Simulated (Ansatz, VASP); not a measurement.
## One calculation of MgO, two programs

File INCAR:

```
ALGO = Normal ; EDIFF = 1E-7
ENCUT = 520 ; ISIF = 2
ISMEAR = 0 ; LASPH = T
LCHARG = F ; LREAL = F
LWAVE = F ; NBANDS = 11
NELM = 60 ; PREC = Accurate
SIGMA = 0.05
```

KPOINTS

```
k-points
0
Gamma
  9 9 8
```

The input POSCAR:

```
MgO
1.0
    2.8498802763      0.0000000000      0.0000000000
   -1.4249401382      2.4680687170      0.0000000000
    0.0000000000      0.0000000000      2.5992896000
Mg O
1 1
Direct
    0.0000000000      0.0000000000      0.0000000000
    0.3333333333      0.6666666667      0.5000000000
```

Input for Ansatz:

```yaml
crystal:
  lattice:
    - [2.8498802763, 0.0, 0.0]
    - [-1.4249401382, 2.468068717, 0.0]
    - [0.0, 0.0, 2.5992896]
  atoms:
    - { symbol: Mg, position: [0.0, 0.0, 0.0] }
    - { symbol: O, position: [0.3333333333, 0.6666666667, 0.5] }
basis:
  ecutwfc: 420
kpoints:
  mp_grid: { grid: [9, 9, 8] }
hamiltonian:
  xc: lda
scf:
  occupations: { method: gaussian, width: 0.05 }
output:
  forces: true
  stress: true
  eigenvalues: true
```

Change from the starting cell: strain -0.030 along x and y, -0.030 along z, atoms carried along.

Alike in both runs: task single point; functional LDA; k mesh 9 × 9 × 8; occupations gaussian, width 0.05 eV; no spin polarisation.

```csv
,VASP,Ansatz
version,VASP 6.6.1,Ansatz 0.2.0
potentials or method,"VASP PAW LDA potentials, release 64 (Mg, O)","scalar-relativistic, plane waves, PAW"
plane-wave cutoff (eV),520,420
valence electrons in the cell,8,16
```

|  | VASP | Ansatz | Ansatz less VASP |
| --- | --- | --- | --- |
| gap on the k mesh at the Fermi level (eV) | 3.66 | 3.66 | -0.001 |
| least direct gap on the mesh (eV) | 4.09 | 4.08 | -0.005 |
| pressure (GPa) | 2.3 | 4.0 | +1.75 |
| largest component of the traceless stress (GPa) | 1.18 | 1.50 | +0.320 |

The two sets of potentials don't hold the same shells in valence.

Caveats: an odd mesh through Γ misses points on the zone boundary, where band edges often lie.
